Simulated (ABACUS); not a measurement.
Here is an ABACUS 3.10.1 calculation.

File INPUT:

```
INPUT_PARAMETERS
suffix              GaN
calculation         scf
basis_type          pw
pseudo_dir          ./
symmetry            1
dft_functional      pbesol
ecutwfc             84
pseudo_rcut         7
nspin               1
nbands              13
ks_solver           dav
smearing_method     fd
smearing_sigma      0.00367493
scf_thr             1e-08
scf_nmax            100
mixing_type         broyden
mixing_beta         0.7
cal_force           1
cal_stress          1
kpar                4
```

File STRU:

```
ATOMIC_SPECIES
Ga 69.7230 Ga.upf
N 14.0070 N.upf

LATTICE_CONSTANT
1.8897261246

LATTICE_VECTORS
0.0000000000 2.2535006075 2.2535006075
2.2535006075 0.0000000000 2.2535006075
2.2535006075 2.2535006075 0.0000000000

ATOMIC_POSITIONS
Direct

Ga
0.0
1
0.0000000000 0.0000000000 0.0000000000 1 1 1

N
0.0
1
0.2500000000 0.2500000000 0.2500000000 1 1 1
```

KPT

```
K_POINTS
0
Gamma
10 10 10 0 0 0
```

Potentials or basis: PseudoDojo NC SR 0.4.1 PBEsol standard, plane waves.

Run with:

```sh
$ OMP_NUM_THREADS=1 mpirun -np 4 abacus > log
```

(1) Estimate the band gap on the k mesh.

(2) Predict the pressure.

Results:

(1) 1.71 eV, direct.

(2) -0.9 GPa.

**The experiment to reproduce.**

A printed reference work, textbook reports, for a bulk crystal of GaN at 0 K: band gap 3.299 eV (direct).

Against the measured gap of GaN, 3.299 eV (direct; 0 K; a printed reference work, textbook), the calculated 1.71 eV is off by -1.59 eV. Spin-orbit coupling on Ga is left out. The value is that of PBEsol, without temperature or zero-point motion. Semilocal functionals fall short of measured gaps as a rule. The cell is a database's relaxed one, not the measured one, which moves gaps too.
